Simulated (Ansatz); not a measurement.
# Cobalt, simple cubic under RPBE: structure, energy and stiffness

The plan for cobalt in the simple cubic structure: relax it, solve it on a dense k-mesh, then scale the cell to 7 volumes from 88 to 112 % of the relaxed one and try a fit of the equation of state. Spin polarisation is left out, though the real metal is magnetic, so this state lies above the ground state. The k-meshes are 14×14×14 for the relaxation; 22×22×22 for the dense run; 15×15×15 for the volumes.

This is Co in the simple cubic structure; at room conditions it is hcp.

Program: Ansatz 0.2.0. Level of theory: DFT RPBE, plane waves (420 eV) with PAW, scalar-relativistic; PBE-made PAW files. These are calculated values, not measurements.

### 1 The starting structure

Symmetry: Pm-3m, No. 221, cubic system. Conventional cell: a = 2.287 Å, b = 2.287 Å, c = 2.287 Å, α = 90.00°, β = 90.00°, γ = 90.00°. Co (site symmetry m-3m) is surrounded by 6 Co at 2.29 Å.

Coordinates:

```cif
data_structure
_symmetry_space_group_name_H-M 'P 1'
_symmetry_Int_Tables_number 1
_cell_length_a 2.2868
_cell_length_b 2.2868
_cell_length_c 2.2868
_cell_angle_alpha 90.000
_cell_angle_beta 90.000
_cell_angle_gamma 90.000
_cell_volume 11.96
loop_
_atom_site_label
_atom_site_type_symbol
_atom_site_fract_x
_atom_site_fract_y
_atom_site_fract_z
_atom_site_occupancy
Co1 Co 0.00000 0.00000 0.00000 1
```

### 2 Geometry optimisation

Input file input.yaml:

```yaml
crystal:
  lattice:
    - [2.286848805, 0.0, 0.0]
    - [0.0, 2.286848805, 0.0]
    - [0.0, 0.0, 2.286848805]
  atoms:
    - { symbol: Co, position: [0.0, 0.0, 0.0] }
hamiltonian:
  xc: rpbe
  pseudopotentials:
    kind: paw
    azcp:
      Co: "pseudopotentials/Co.paw.azcp"
basis:
  ecutwfc: 420
  fft_grid_basis: typed
kpoints:
  mp_grid: { grid: [14, 14, 14], shift: [0, 0, 0] }
magnetization:
  spin_polarized: false
scf:
  occupations: { method: fermi_dirac, width: 0.1 }
relax:
  max_steps: 60
  f_tol: 0.01
  cell: {}
output:
  write_density: true
  write_potential: true
  elf: true
  volumetric_format: npy
```

The program printed:

```text
Warning: RAYON_NUM_THREADS=2 ignored (pool sized by the plan → 2); use --threads N
Engine: ansatz 0.2.0, aarch64-unknown-linux-gnu
Pseudopotentials: kind: paw
Pseudopotential: Co, paw, valence charge 17, recommended cutoff 420 eV (normal), <dir>
Functional definition: RPBE
  parameter kappa = 0.804
  parameter beta = 0.06672455060314922
  exchange = rpbe_x(kappa = kappa, mu = beta*pi^2/3)
  correlation = pbe_c(beta = beta)
Crystal: 1 atoms, lattice volume = 11.959 Å³
Basis set: ecut = 420 eV, 251 PW (Γ), exchange–correlation on 32×32×32 points (8 copies of the dense FFT grid, shifted against one another)
Bands: 13, of which v1, the nominal top of the filled ones, is band 9 counted from 1 (8 counted from 0)
Symmetry: 48 space group operations
Space group: Pm-3m (ITA 221), of the structure as read, at distance tolerance 2.3e-5 Å
k-points: 120 of 2744
Non-local potential: Co, projectors of the file, l = 0: 3, l = 1: 2, l = 2: 3, l = 3: 1
PAW form: soft (Blöchl's): semilocal exchange-correlation on the pseudo side does not see the compensation charge
PAW frozen core: Co, regenerated for the run's functional, and the local potential with it (the file was generated under x = pbe(κ = 0.804, μ = 0.2195149727645171), c = pbe(β = 0.06672455060314922))
PAW one-centre angular grid: Co, 590 points (default); XC on 64 Gauss nodes
Initial density: superposition of atomic densities (neutral atoms: chi_scale 0, normalization atom), corrected by the library's trained network
Initial wavefunctions: pseudopotential atomic-orbital guess
Functional: x = rpbe, c = pbe(β = 0.06672455060314922)
SCF iter   1: F=—  HF=-5130.013182 eV  |F-HF|=—  |Δ(HF+E_count)|=         —  Δρ=3.78e-3  dr2=5.17e-4  ethr=1.77e-3  ⟨swp⟩=5.0  Hψ=7858  notcnv=0
preconditioner: auto → none  [metal: Δε(μ)=0.016 eV  Ē_g=12.554 eV  σ=0.100 eV  W_gap=0.04  n_scr=6 (ndim 8)  ℏωp=32.2 eV  f_vac=0.000  D(μ)=2.87/eV (n_scr^D=56)  sad-step TF]
SCF iter   2: F=—  HF=-5130.013191 eV  |F-HF|=—  |Δ(HF+E_count)|=   9.31e-6  Δρ=2.04e-3  dr2=2.22e-4  ethr=3.04e-6  ⟨swp⟩=2.2  Hψ=3499  notcnv=0
SCF iter   3: F=—  HF=-5130.013181 eV  |F-HF|=—  |Δ(HF+E_count)|=   9.49e-6  Δρ=5.60e-4  dr2=1.68e-5  ethr=1.31e-6  ⟨swp⟩=2.3  Hψ=1999  notcnv=0
SCF iter   4: F=—  HF=-5130.013151 eV  |F-HF|=—  |Δ(HF+E_count)|=   3.07e-5  Δρ=1.31e-4  dr2=1.24e-6  ethr=9.90e-8  ⟨swp⟩=2.5  Hψ=2527  notcnv=0
SCF iter   5: F=—  HF=-5130.013151 eV  |F-HF|=—  |Δ(HF+E_count)|=   2.26e-7  Δρ=4.79e-5  dr2=1.16e-7  ethr=7.31e-9  ⟨swp⟩=1.1  Hψ=1614  notcnv=0
SCF iter   6: F=-5130.013150 eV  HF=-5130.013150 eV  |F-HF|=4.93e-10  |Δ(HF+E_count)|=   2.47e-8  Δρ=4.36e-6  dr2=8.11e-10  ethr=5.88e-10  ⟨swp⟩=7.0  Hψ=8009  notcnv=0
SCF 1 converged in 6 iterations: F = -5130.013150 eV  dr2 = 8.11e-10
relax step   1: F+E_penalty+E_count = -5130.01315049 eV  Δ(F+E_penalty+E_count) = +0.000e0 eV  max|allowed force component| = 0.000e0 eV/Å  Δτ_max = 0.0000 Å  P = +4.344 GPa  Ω = 11.959 Å³  (6 SCF iters, dr2 threshold 1.00e-7 eV, accepted)
Crystal: 1 atoms, lattice volume = 12.108 Å³
Initial density: handed on by an earlier stage of this run
Initial wavefunctions: those handed on with the density
iter 1 solved again at ethr=5.29e-7 eV; its pass at ethr=3.10e-3 eV (dr2=8.99e-5 eV) is discarded
SCF iter   1: F=—  HF=-5130.016073 eV  |F-HF|=—  |Δ(HF+E_count)|=         —  Δρ=1.33e-3  dr2=1.29e-4  ethr=5.29e-7  ⟨swp⟩=2.0  Hψ=10386  notcnv=0
preconditioner: auto → none  [metal: Δε(μ)=0.016 eV  Ē_g=12.441 eV  σ=0.100 eV  W_gap=0.04  n_scr=6 (ndim 8)  ℏωp=32.0 eV  f_vac=0.000  D(μ)=2.92/eV (n_scr^D=56)]
SCF iter   2: F=—  HF=-5130.016053 eV  |F-HF|=—  |Δ(HF+E_count)|=   2.04e-5  Δρ=2.31e-4  dr2=3.37e-6  ethr=5.29e-7  ⟨swp⟩=2.5  Hψ=2369  notcnv=0
SCF iter   3: F=—  HF=-5130.016006 eV  |F-HF|=—  |Δ(HF+E_count)|=   4.67e-5  Δρ=7.17e-5  dr2=1.90e-7  ethr=1.98e-8  ⟨swp⟩=2.0  Hψ=2068  notcnv=0
iter 4 did not close the SCF: its close was put off for the readings that it lacked (scf_convergence_deferred on its scf_iter line)
SCF iter   4: F=-5130.016006 eV  HF=-5130.016007 eV  |F-HF|=4.13e-8  |Δ(HF+E_count)|=   4.40e-7  Δρ=2.95e-5  dr2=5.73e-8  ethr=1.12e-9  ⟨swp⟩=2.0  Hψ=2598  notcnv=0
iter 5 did not close the SCF: its close was put off for the readings that it lacked (scf_convergence_deferred on its scf_iter line)
SCF iter   5: F=-5130.016006 eV  HF=-5130.016006 eV  |F-HF|=4.55e-12  |Δ(HF+E_count)|=   1.03e-8  Δρ=6.64e-7  dr2=2.31e-11  ethr=3.37e-10  ⟨swp⟩=2.0  Hψ=1947  notcnv=0
SCF iter   6: F=-5130.016006 eV  HF=-5130.016006 eV  |F-HF|=9.09e-13  |Δ(HF+E_count)|=  6.18e-11  Δρ=3.35e-7  dr2=2.95e-12  ethr=1.00e-12  ⟨swp⟩=4.1  Hψ=6981  notcnv=0
SCF 2 converged in 6 iterations: F = -5130.016006 eV  dr2 = 2.95e-12
relax step   2: F+E_penalty+E_count = -5130.01600649 eV  Δ(F+E_penalty+E_count) = -2.856e-3 eV  max|allowed force component| = 0.000e0 eV/Å  Δτ_max = 0.0000 Å  P = +2.124 GPa  Ω = 12.108 Å³  energy of the carried Pulay correction = -1.207e-4 eV  (6 SCF iters, accepted)
Crystal: 1 atoms, lattice volume = 12.253 Å³
iter 1 solved again at ethr=5.55e-7 eV; its pass at ethr=3.10e-3 eV (dr2=9.43e-5 eV) is discarded
SCF iter   1: F=—  HF=-5130.016958 eV  |F-HF|=—  |Δ(HF+E_count)|=         —  Δρ=1.34e-3  dr2=1.31e-4  ethr=5.55e-7  ⟨swp⟩=2.0  Hψ=10354  notcnv=0
preconditioner: auto → none  [metal: Δε(μ)=0.015 eV  Ē_g=12.324 eV  σ=0.100 eV  W_gap=0.04  n_scr=6 (ndim 8)  ℏωp=31.8 eV  f_vac=0.000  D(μ)=2.97/eV (n_scr^D=56)]
SCF iter   2: F=—  HF=-5130.016936 eV  |F-HF|=—  |Δ(HF+E_count)|=   2.16e-5  Δρ=2.31e-4  dr2=3.52e-6  ethr=5.55e-7  ⟨swp⟩=2.4  Hψ=2326  notcnv=0
SCF iter   3: F=—  HF=-5130.016880 eV  |F-HF|=—  |Δ(HF+E_count)|=   5.59e-5  Δρ=6.96e-5  dr2=1.82e-7  ethr=2.07e-8  ⟨swp⟩=2.0  Hψ=2072  notcnv=0
iter 4 did not close the SCF: its close was put off for the readings that it lacked (scf_convergence_deferred on its scf_iter line)
SCF iter   4: F=-5130.016881 eV  HF=-5130.016881 eV  |F-HF|=2.71e-8  |Δ(HF+E_count)|=   3.61e-7  Δρ=2.58e-5  dr2=4.43e-8  ethr=1.07e-9  ⟨swp⟩=2.0  Hψ=2597  notcnv=0
iter 5 did not close the SCF: its close was put off for the readings that it lacked (scf_convergence_deferred on its scf_iter line)
SCF iter   5: F=-5130.016881 eV  HF=-5130.016881 eV  |F-HF|=4.55e-12  |Δ(HF+E_count)|=   6.74e-9  Δρ=6.93e-7  dr2=2.86e-11  ethr=2.60e-10  ⟨swp⟩=1.4  Hψ=1678  notcnv=0
SCF iter   6: F=-5130.016881 eV  HF=-5130.016881 eV  |F-HF|=2.73e-12  |Δ(HF+E_count)|=  5.18e-11  Δρ=3.21e-7  dr2=2.92e-12  ethr=1.00e-12  ⟨swp⟩=4.2  Hψ=7123  notcnv=0
SCF 3 converged in 6 iterations: F = -5130.016881 eV  dr2 = 2.92e-12
relax step   3: F+E_penalty+E_count = -5130.01688067 eV  Δ(F+E_penalty+E_count) = -8.742e-4 eV  max|allowed force component| = 0.000e0 eV/Å  Δτ_max = 0.0000 Å  P = +0.086 GPa  Ω = 12.253 Å³  energy of the carried Pulay correction = -2.377e-4 eV  (6 SCF iters, accepted)
Crystal: 1 atoms, lattice volume = 12.259 Å³
iter 1 solved again at ethr=9.84e-10 eV; its pass at ethr=3.10e-3 eV (dr2=1.67e-7 eV) is discarded
SCF iter   1: F=—  HF=-5130.016934 eV  |F-HF|=—  |Δ(HF+E_count)|=         —  Δρ=5.53e-5  dr2=2.20e-7  ethr=9.84e-10  ⟨swp⟩=2.0  Hψ=10017  notcnv=0
preconditioner: auto → none  [metal: Δε(μ)=0.015 eV  Ē_g=12.315 eV  σ=0.100 eV  W_gap=0.04  n_scr=6 (ndim 8)  ℏωp=31.8 eV  f_vac=0.000  D(μ)=2.97/eV (n_scr^D=56)]
iter 2 did not close the SCF: its close was put off for the readings that it lacked (scf_convergence_deferred on its scf_iter line)
SCF iter   2: F=-5130.016877 eV  HF=-5130.016877 eV  |F-HF|=4.82e-9  |Δ(HF+E_count)|=   5.68e-5  Δρ=1.15e-5  dr2=9.43e-9  ethr=9.84e-10  ⟨swp⟩=2.6  Hψ=2600  notcnv=0
iter 3 did not close the SCF: its close was put off for the readings that it lacked (scf_convergence_deferred on its scf_iter line)
SCF iter   3: F=-5130.016877 eV  HF=-5130.016877 eV  |F-HF|=4.34e-10  |Δ(HF+E_count)|=  2.49e-10  Δρ=2.84e-6  dr2=2.86e-10  ethr=5.55e-11  ⟨swp⟩=2.5  Hψ=2303  notcnv=0
iter 4 did not close the SCF: its close was put off for the readings that it lacked (scf_convergence_deferred on its scf_iter line)
SCF iter   4: F=-5130.016877 eV  HF=-5130.016877 eV  |F-HF|=0.00e0  |Δ(HF+E_count)|=  4.90e-10  Δρ=6.68e-7  dr2=2.31e-11  ethr=1.68e-12  ⟨swp⟩=2.0  Hψ=2539  notcnv=0
iter 5 did not close the SCF: its close was put off for the readings that it lacked (scf_convergence_deferred on its scf_iter line)
SCF iter   5: F=-5130.016877 eV  HF=-5130.016877 eV  |F-HF|=0.00e0  |Δ(HF+E_count)|=  5.46e-12  Δρ=2.62e-8  dr2=1.69e-14  ethr=1.00e-12  ⟨swp⟩=1.0  Hψ=1560  notcnv=0
SCF iter   6: F=-5130.016877 eV  HF=-5130.016877 eV  |F-HF|=9.09e-13  |Δ(HF+E_count)|=  1.82e-12  Δρ=6.37e-9  dr2=9.06e-16  ethr=1.00e-12  ⟨swp⟩=3.1  Hψ=5336  notcnv=0
SCF 4 converged in 6 iterations: F = -5130.016877 eV  dr2 = 9.06e-16
relax step   4: F+E_penalty+E_count = -5130.01687741 eV  Δ(F+E_penalty+E_count) = +3.259e-6 eV  max|allowed force component| = 0.000e0 eV/Å  Δτ_max = 0.0000 Å  P = +0.002 GPa  Ω = 12.259 Å³  energy of the carried Pulay correction = -2.426e-4 eV  (6 SCF iters, accepted)
Initial wavefunctions: pseudopotential atomic-orbital guess (no wavefunctions were taken with the density)
iter 1 solved again at ethr=1.18e-8 eV; its pass at ethr=3.10e-3 eV (dr2=2.01e-6 eV) is discarded
SCF iter   1: F=—  HF=-5130.016806 eV  |F-HF|=—  |Δ(HF+E_count)|=         —  Δρ=8.64e-4  dr2=2.17e-6  ethr=1.18e-8  ⟨swp⟩=3.0  Hψ=12787  notcnv=0
SCF iter   2: F=—  HF=-5130.017031 eV  |F-HF|=—  |Δ(HF+E_count)|=   2.24e-4  Δρ=4.32e-4  dr2=5.53e-7  ethr=1.18e-8  ⟨swp⟩=1.0  Hψ=1565  notcnv=0
SCF iter   3: F=—  HF=-5130.017115 eV  |F-HF|=—  |Δ(HF+E_count)|=   8.46e-5  Δρ=9.54e-6  dr2=5.83e-9  ethr=3.25e-9  ⟨swp⟩=1.0  Hψ=1567  notcnv=0
SCF iter   4: F=—  HF=-5130.017115 eV  |F-HF|=—  |Δ(HF+E_count)|=   1.20e-9  Δρ=2.92e-6  dr2=1.93e-10  ethr=3.43e-11  ⟨swp⟩=2.4  Hψ=2489  notcnv=0
SCF iter   5: F=—  HF=-5130.017115 eV  |F-HF|=—  |Δ(HF+E_count)|=   1.74e-9  Δρ=8.84e-7  dr2=1.43e-11  ethr=1.13e-12  ⟨swp⟩=1.1  Hψ=1608  notcnv=0
SCF iter   6: F=-5130.017115 eV  HF=-5130.017115 eV  |F-HF|=2.73e-12  |Δ(HF+E_count)|=  1.99e-10  Δρ=4.16e-8  dr2=7.22e-14  ethr=1.00e-12  ⟨swp⟩=5.0  Hψ=5735  notcnv=0
SCF 5 converged in 6 iterations: F = -5130.017115 eV  dr2 = 7.22e-14
relax step   5: F+E_penalty+E_count = -5130.01711521 eV  Δ(F+E_penalty+E_count) = -2.378e-4 eV  max|allowed force component| = 0.000e0 eV/Å  Δτ_max = 0.0000 Å  P = +0.017 GPa  Ω = 12.259 Å³  stress off target by 1.68e-2 GPa  SCF on the basis re-selected at this cell (its energy is not comparable with the rows above)  (6 SCF iters)
basis re-selected at this cell: Δ(F+E_penalty+E_count) = -2.378e-4 eV, ΔP = +0.015 GPa vs the last step (what re-selecting the basis moved, of the pressure what is left beyond the Pulay correction that the steps carried, after the strain that the cell walked since its last selection, with what the two solves' SCF thresholds leave and, on support functions, any second-order correction that the steps lacked; it is no measure of the basis error at this ecutwfc). This SCF's stress stands 1.68e-2 GPa from its target on what of the cell is left free (relax.cell.stress_tol is 5.00e-2 GPa) and its largest allowed force component is 0.00e0 eV/Å (relax.f_tol is 1.00e-2 eV/Å): within both
SCF converged after 6 iterations
Free energy (F): -5130.017115 eV
Harris-Foulkes:  -5130.017115 eV  (|F-HF|=2.73e-12)
Internal energy: -5129.920575 eV  (E = F + TS)
E sigma→0 (E₀):  -5129.968845 eV
Entropy (-TS):   -0.096540 eV (-96.540 meV/atom)
Fermi energy:    16.150830 eV
--- Per-component energies (eV) ---
  E_band       = -282.823008
  E_kinetic    = 454.652092
  E_local      = -3103.079422  (includes V_loc(G=0)·N_el)
  E_nonlocal   = 456.912958
  E_hartree    = 1303.189568
  E_xc         = -158.336169
  E_vxc        = -203.943911  (∫ρ·V_xc dr)
  E_paw        = -1522.811839  (= ΣΔE_a)
  E_vpaw       = -493.743927  (= ΣTr[D̂ρ^β])
  E_aug_tail   = 0.000077  (compensation charges beyond the density's cutoff)
  E_ewald      = -2560.401521
  E_core_change = -0.046320  (= ΣΔE_core)
  E_smearing   = -0.096540  (= −TS)
  E_closure    = -0.000000  (closes the sum)
  Σ components = -5130.017115   (vs F -5130.017115, Δ=0.00e0)
--- Forces (eV/Å), atoms counted from 1 ---
  atom   1  Co     0.00000000     0.00000000    -0.00000000
  max |Σ_I F_I| component: 1.85e-32 eV/Å
--- Stress (GPa, compression-positive) ---
        0.016819      -0.000000       0.000000
       -0.000000       0.016819       0.000000
        0.000000       0.000000       0.016819
  P = ⅓ Tr σ = 0.0168 GPa (0.168 kbar)
--- Band table (eV; the first three rows and the last of 120) ---
  k-point 0: bands = ["-78.8387", "-41.8466", "-41.8466", "-41.8466", "8.0321", "12.6885", "12.6885", "16.6158", "16.6158", "16.6158", "35.9057", "35.9057", "35.9057"]
  k-point 1: bands = ["-78.8363", "-41.8657", "-41.8450", "-41.8450", "8.1884", "12.7133", "12.7677", "16.5463", "16.5463", "16.6213", "34.0629", "36.1199", "36.1199"]
  k-point 2: bands = ["-78.8293", "-41.9190", "-41.8406", "-41.8406", "8.6458", "12.7834", "12.9961", "16.3558", "16.3558", "16.6368", "31.1201", "36.7458", "36.7458"]
  k-point 119: bands = ["-78.6957", "-42.1382", "-42.1382", "-42.1382", "13.0311", "13.0311", "13.0311", "17.5544", "17.5544", "28.5793", "28.5793", "28.5793", "29.3940"]
--- Relaxed structure (4 steps of the walk, 4 accepted, 1 SCFs on fresh bases) ---
  F+E_penalty+E_count = -5130.01711521 eV   max|allowed force component| = 0.000e0 eV/Å   (the final SCF, on the basis selected at the relaxed cell)
  cell:  # Å, volume = 12.2588 Å³
    - [2.3057724336491696, -3.208629380004516e-34, 3.2098832406453924e-35]
    - [-3.208629380004516e-34, 2.3057724336491696, 0.0]
    - [3.2098832406453924e-35, 0.0, 2.3057724336491696]
  atoms:
    - { symbol: Co, position: [0.0, 0.0, 0.0] }
```

Run time: 3.3 s. Hardware: 2 threads of an Arm CPU, shared host; peak memory 0.29 GiB.

Relaxation path:

```csv
step,energy change (meV/atom),largest force (eV/Å),pressure (GPa),volume (Å³/atom)
1,0.00,0.0000,4.34,11.959
2,-2.86,0.0000,2.12,12.108
3,-3.73,0.0000,0.09,12.253
4,-3.73,0.0000,0.00,12.259
5,-3.96,0.0000,0.02,12.259
```

Steps that repeat a cell are solved on a basis chosen anew, so their changes of energy are no gain of the relaxation.

The cell of the run, before and after:

|  | before | after | change |
| --- | --- | --- | --- |
| a (Å) | 2.287 | 2.306 | +0.8 % |
| b (Å) | 2.287 | 2.306 | +0.8 % |
| c (Å) | 2.287 | 2.306 | +0.8 % |
| volume (Å³/atom) | 11.959 | 12.259 | +2.5 % |
| shortest distance (Å) | 2.287 | 2.306 | +0.8 % |
| space group (spins left aside) | Pm-3m | Pm-3m | same |

### 3 Single point on a dense mesh

Input file input.yaml:

```yaml
crystal:
  lattice:
    - [2.3057724336, 0.0, 0.0]
    - [0.0, 2.3057724336, 0.0]
    - [0.0, 0.0, 2.3057724336]
  atoms:
    - { symbol: Co, position: [0.0, 0.0, 0.0] }
hamiltonian:
  xc: rpbe
  pseudopotentials:
    kind: paw
    azcp:
      Co: "pseudopotentials/Co.paw.azcp"
basis:
  ecutwfc: 420
  fft_grid_basis: typed
kpoints:
  mp_grid: { grid: [22, 22, 22], shift: [0, 0, 0] }
magnetization:
  spin_polarized: false
scf:
  occupations: { method: fermi_dirac, width: 0.1 }
output:
  write_density: true
  write_potential: true
  elf: true
  volumetric_format: npy
```

The program printed (excerpt; [...] marks lines left out):

```text
Warning: RAYON_NUM_THREADS=2 ignored (pool sized by the plan → 2); use --threads N
[...]
[... 3 set-up lines as earlier in the session ...]
[...]
Crystal: 1 atoms, lattice volume = 12.259 Å³
Basis set: ecut = 420 eV, 251 PW (Γ)
Bands: 13, of which v1, the nominal top of the filled ones, is band 9 counted from 1 (8 counted from 0)
[... 2 set-up lines as earlier in the session ...]
k-points: 364 of 10648
[...]
SCF iter   1: F=—  HF=-5130.015887 eV  |F-HF|=—  |Δ(HF+E_count)|=         —  Δρ=3.97e-3  dr2=5.70e-4  ethr=1.77e-3  ⟨swp⟩=5.1  Hψ=23890  notcnv=0
[...]
SCF iter   6: F=-5130.016009 eV  HF=-5130.016009 eV  |F-HF|=1.67e-10  |Δ(HF+E_count)|=   1.47e-8  Δρ=2.71e-6  dr2=3.07e-10  ethr=4.24e-10  ⟨swp⟩=1.0  Hψ=13731  notcnv=0
[...]
SCF converged after 6 iterations
Free energy (F): -5130.016009 eV
[...]
E sigma→0 (E₀):  -5129.966977 eV
Entropy (-TS):   -0.098065 eV (-98.065 meV/atom)
Fermi energy:    16.148572 eV
[...]
--- Band table (eV; the first three rows and the last of 364) ---
  k-point 0: bands = ["-78.8384", "-41.8463", "-41.8463", "-41.8463", "8.0320", "12.6890", "12.6890", "16.6159", "16.6159", "16.6159", "35.9058", "35.9058", "35.9058"]
[...]
```

Wall time 2 s (2 threads of an Arm CPU, shared host); peak memory 0.32 GiB.

Density in a lattice plane of the grid's cell (edges 2.31 and 2.31 Å, at 0.000 of the third edge), which holds Co.

Values in e/Å³, 12 rows by 12 columns:
```
39.81 28.31 11.30  3.51  1.12  0.53  0.39  0.53  1.12  3.51 11.30 28.31
14.98 11.30  5.33  2.03  0.77  0.42  0.35  0.42  0.77  2.03  5.33 11.30
 4.32  3.51  2.03  0.96  0.47  0.32  0.28  0.32  0.47  0.96  2.03  3.51
 1.27  1.12  0.77  0.47  0.32  0.25  0.23  0.25  0.32  0.47  0.77  1.12
 0.59  0.53  0.42  0.32  0.25  0.21  0.20  0.21  0.25  0.32  0.42  0.53
 0.40  0.39  0.35  0.28  0.23  0.20  0.19  0.20  0.23  0.28  0.35  0.39
 0.59  0.53  0.42  0.32  0.25  0.21  0.20  0.21  0.25  0.32  0.42  0.53
 1.27  1.12  0.77  0.47  0.32  0.25  0.23  0.25  0.32  0.47  0.77  1.12
 4.32  3.51  2.03  0.96  0.47  0.32  0.28  0.32  0.47  0.96  2.03  3.51
14.98 11.30  5.33  2.03  0.77  0.42  0.35  0.42  0.77  2.03  5.33 11.30
39.81 28.31 11.30  3.51  1.12  0.53  0.39  0.53  1.12  3.51 11.30 28.31
57.06 39.81 14.98  4.32  1.27  0.59  0.40  0.59  1.27  4.32 14.98 39.81
```
Columns run along the first of these edges and rows up along the second, over one cell in 12 and 12 even steps from the bottom left corner. Atoms in the plane (fractional): Co at (0.00, 0.00).

ELF in the same plane.

Ten even steps from ' ' (0.16) to '@' (0.98):
```
@@@@@@%%##++--..                  ..--++##%%@@@@
@@@@@@##**==::..                  ..::==**##@@@@
%%%%##**==--....        ..        ....--==**##%%
**++++==--::..          ..          ..::--==++++
----::::..              ..              ..::::--
........              ......              ......
                    ..........                  
                  ..............                
              ......................            
        ..................................      
              ......................            
                  ..............                
                    ..........                  
........              ......              ......
----::::..              ..              ..::::--
**++++==--::..          ..          ..::--==++++
%%%%##**==--....        ..        ....--==**##%%
@@@@@@##**==::..                  ..::==**##@@@@
@@@@@@%%##++--..                  ..--++##%%@@@@
@@@@@@%%%%++--::                  ::--++%%%%@@@@
```
Columns run along the first of these edges and rows up along the second, over one cell in 24 and 20 even steps from the bottom left corner. Atoms in the plane (fractional): Co at (0.00, 0.00).

Both are smooth fields of the valence electrons: close to the nuclei they are not physical.

### 4 Equation of state: 88 %

Input file input.yaml:

```yaml
crystal:
  lattice:
    - [2.2095847649, 0.0, 0.0]
    - [0.0, 2.2095847649, 0.0]
    - [0.0, 0.0, 2.2095847649]
  atoms:
    - { symbol: Co, position: [0.0, 0.0, 0.0] }
hamiltonian:
  xc: rpbe
  pseudopotentials:
    kind: paw
    azcp:
      Co: "pseudopotentials/Co.paw.azcp"
basis:
  ecutwfc: 420
  fft_grid_basis: typed
kpoints:
  mp_grid: { grid: [15, 15, 15], shift: [0, 0, 0] }
magnetization:
  spin_polarized: false
scf:
  occupations: { method: fermi_dirac, width: 0.1 }
  lower_state_search: "off"
output:
  stress: true
```

The program printed (excerpt; [...] marks lines left out):

```text
Warning: RAYON_NUM_THREADS=2 ignored (pool sized by the plan → 2); use --threads N
[...]
[... 3 set-up lines as earlier in the session ...]
[...]
Crystal: 1 atoms, lattice volume = 10.788 Å³
Basis set: ecut = 420 eV, 203 PW (Γ)
Bands: 13, of which v1, the nominal top of the filled ones, is band 9 counted from 1 (8 counted from 0)
[... 1 set-up line as earlier in the session ...]
Space group: Pm-3m (ITA 221), of the structure as read, at distance tolerance 2.2e-5 Å
k-points: 120 of 3375
[...]
SCF iter   1: F=—  HF=-5129.899246 eV  |F-HF|=—  |Δ(HF+E_count)|=         —  Δρ=3.64e-3  dr2=1.12e-3  ethr=1.77e-3  ⟨swp⟩=4.9  Hψ=7833  notcnv=0
[...]
SCF iter   6: F=-5129.898287 eV  HF=-5129.898287 eV  |F-HF|=5.07e-10  |Δ(HF+E_count)|=  4.58e-10  Δρ=3.64e-6  dr2=4.92e-10  ethr=5.98e-11  ⟨swp⟩=1.8  Hψ=4907  notcnv=0
[...]
SCF converged after 6 iterations
Free energy (F): -5129.898287 eV
[...]
E sigma→0 (E₀):  -5129.856821 eV
Entropy (-TS):   -0.082932 eV (-82.932 meV/atom)
Fermi energy:    18.980262 eV
[...]
--- Stress (GPa, compression-positive) ---
       28.630493       0.000000       0.000000
        0.000000      28.630493      -0.000000
        0.000000       0.000000      28.630493
  P = ⅓ Tr σ = 28.6305 GPa (286.305 kbar)
```

Wall time 0.76 s (2 threads of an Arm CPU, shared host); peak memory 0.26 GiB.

(Part 1 of 2 ends here.)
